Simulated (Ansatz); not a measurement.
**Convergence notes, G0W0 on SrCl₂ (CdI2 type)**

SrCl₂, CdI2 type, relaxed with r2SCAN+rVV10; one-shot G0W0 in Ansatz without spin-orbit coupling. Spin-unpolarised throughout. Whether this structure exists isn't addressed.

Space group P-3m1 (No. 164). a = 4.407 Å, b = 4.407 Å, c = 5.596 Å, α = 90.00°, β = 90.00°, γ = 120.00°
```csv
atom,site,symmetry,x,y,z
Sr,1a,-3m.,0.0000,0.0000,0.0000
Cl,2d,3m.,0.3333,0.6667,0.2487
```

Gaps are read over the mesh points alone. G0W0 values are finite-basis, finite-mesh values.
```
 start       potentials      frequency model   mesh  empty bands  screening cutoff (eV)  Kohn-Sham gap (eV)  G0W0 gap (eV)       rough cost
   PBE              PAW  contour deformation  6×6×2          152                     80                5.16           7.32  70 core-seconds
   PBE              PAW  contour deformation  6×6×2          354                    140                5.16           7.50   7 core-minutes
   PBE              PAW  contour deformation  6×6×2          650                    210                5.16           7.59  30 core-minutes
 HSE06              PAW  contour deformation  6×6×2          354                    140                6.46           8.10  15 core-minutes
   LDA              PAW  contour deformation  6×6×2          354                    140                4.71           7.35   7 core-minutes
r2SCAN              PAW  contour deformation  6×6×2          354                    140                5.79           7.84   8 core-minutes
   PBE              PAW     Godby-Needs pole  6×6×2          354                    140                5.16           7.48  14 core-minutes
   PBE              PAW  contour deformation  6×6×4          152                     80                5.16           7.31   4 core-minutes
   PBE  norm-conserving  contour deformation  6×6×2          354                    140                5.16           7.51  11 core-minutes
```

G0W0 moves the gap on the mesh from 5.16 eV (PBE) to 7.59 eV (direct at Γ). Renormalisation factors Z lie between 0.79 and 0.86.

Raising bands and cutoff together moves the gap by +0.18 eV (80 to 140 eV), then +0.09 eV (140 to 210 eV); the last step is still large, so the basis limit isn't reached. Starting from HSE06 (6.46 eV against PBE's 5.16 eV) gives 8.10 eV, +0.60 eV from G0W0@PBE at the same screening cutoff. Starting from LDA (4.71 eV against PBE's 5.16 eV) gives 7.35 eV, -0.15 eV from G0W0@PBE at the same screening cutoff. Starting from r2SCAN (5.79 eV against PBE's 5.16 eV) gives 7.84 eV, +0.34 eV from G0W0@PBE at the same screening cutoff. The Godby-Needs plasmon pole differs from contour deformation by -0.02 eV. A 6×6×4 mesh in place of 6×6×2 changes the opening over PBE by 0.00 eV (the gap on the mesh by -0.01 eV). Norm-conserving potentials (wave cutoff 925 eV against 420 eV) shift the quasiparticle gap by +0.01 eV and the PBE gap by 0.00 eV. r2SCAN runs take a wave cutoff of 500 eV.
